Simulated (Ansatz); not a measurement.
# Zr3H: the cost of one run

Method: DFT LDA, scalar-relativistic, plane waves, PAW, in Ansatz 0.2.0.

3 further runs of the same task are left out: 3 set aside as unsound or not needed.

### Step 1. The structure to begin with

The structure is tetragonal, space group P4mm (No. 99). The conventional cell has a = 3.123 Å, b = 3.123 Å, c = 21.174 Å, α = 90.00°, β = 90.00°, γ = 90.00°. Around Zr (site symmetry 4mm) lie 8 Zr at 3.04 to 3.12 Å. Zr (site symmetry 4mm) is surrounded by 1 H at 1.79 Å. Zr (site symmetry 4mm) has 4 H at 2.23 Å as nearest neighbours. Around H (site symmetry 4mm) lie 5 Zr at 1.79 to 2.23 Å.

Structure file:

```cif
data_structure
_symmetry_space_group_name_H-M 'P4mm'
_symmetry_Int_Tables_number 99
_cell_length_a 3.1233
_cell_length_b 3.1233
_cell_length_c 21.1739
_cell_angle_alpha 90.000
_cell_angle_beta 90.000
_cell_angle_gamma 90.000
_cell_volume 206.55
loop_
_atom_site_label
_atom_site_type_symbol
_atom_site_symmetry_multiplicity
_atom_site_Wyckoff_symbol
_atom_site_fract_x
_atom_site_fract_y
_atom_site_fract_z
_atom_site_occupancy
Zr1 Zr 1 b 0.50000 0.50000 0.18891 1
Zr2 Zr 1 a 0.00000 0.00000 0.28748 1
Zr3 Zr 1 b 0.50000 0.50000 0.38604 1
H1 H 1 a 0.00000 0.00000 0.37187 1
```

This is the geometry of the first run shown, built on a cell relaxed beforehand with the same method.

### Step 2. The scan

Atoms count from 1 in the order of the input.

H is moved along a line over the surface and along the normal, above a rigid substrate.

The axes are (1) position of H4 along the diagonal of the surface cell, from above Zr3: 8 values from 0.00 to 3.86 Å, periodic; (2) height of H4 above the plane of Zr3: 8 values from −0.30 to 3.81 Å.

Nothing else is relaxed. Points are written as (first, second).

### Step 3. Point (2.21 Å, −0.30 Å)

The cell repeats along c, and a dipole correction in the vacuum removes the field between the copies.

input.yaml

```yaml
crystal:
  lattice:
    - [3.1232946755, 0.0, 0.0]
    - [0.0, 3.1232946755, 0.0]
    - [0.0, 0.0, 21.173913082]
  atoms:
    - { symbol: Zr, position: [0.5, 0.5, 0.188911704] }
    - { symbol: Zr, position: [0.0, 0.0, 0.2874811557] }
    - { symbol: Zr, position: [0.5, 0.5, 0.3860369621] }
    - { symbol: H, position: [1.0, 1.0, 0.3718685843] }
basis:
  ecutwfc: 420
kpoints:
  mp_grid: { grid: [9, 9, 1] }
hamiltonian:
  xc: lda
scf:
  occupations: { method: gaussian, width: 0.1 }
output:
  forces: true
  eigenvalues: true
efield:
  axis: 3
  dipole_correction: true
  ramp_width: 0.04
```

On the command line:

```console
$ ansatz run input.yaml --threads 1 --pin off --max-ram 3072MiB --backend cpu --events-out ev --progress --plain --runs-dir out
```

What time and memory should one allow on 1 thread of Arm Neoverse V2, shared host?

About 5.5 s, with a peak of 0.34 GiB.
